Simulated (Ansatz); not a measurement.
## Relativistic treatment of HfC

```yaml
crystal:
  lattice:
    - [0.00000, 2.32500, 2.32500]
    - [2.32500, 0.00000, 2.32500]
    - [2.32500, 2.32500, 0.00000]
  atoms:
    - { symbol: Hf, position: [0.50000, 0.50000, 0.50000] }
    - { symbol: C, position: [0.00000, 0.00000, 0.00000] }
```

Atom numbers follow the list: Hf1, C2.

The cell is COD entry 1539502, as deposited and not checked against the literature; nothing was relaxed.

One fixed cell is solved with PBE by full-potential LAPW in Ansatz 0.2.0 under different relativistic treatments. Pressure is positive in compression.

The runs use a Γ-centred 12×12×12 k mesh, Fermi–Dirac smearing of 0.05 eV, basis error target 0.25 meV/atom, no spin polarisation.

```csv
setting,P (GPa)
scalar-relativistic,0.28
non-relativistic,?
with spin–orbit coupling,-0.32
"scalar-relativistic, inner shells corrected to Dirac",?
```

(1) What belongs in the row "non-relativistic", column "P (GPa)"?

(2) Give the missing entry: row "scalar-relativistic, inner shells corrected to Dirac", column "P (GPa)".

Answers

(1) 11.90.

(2) 0.34.
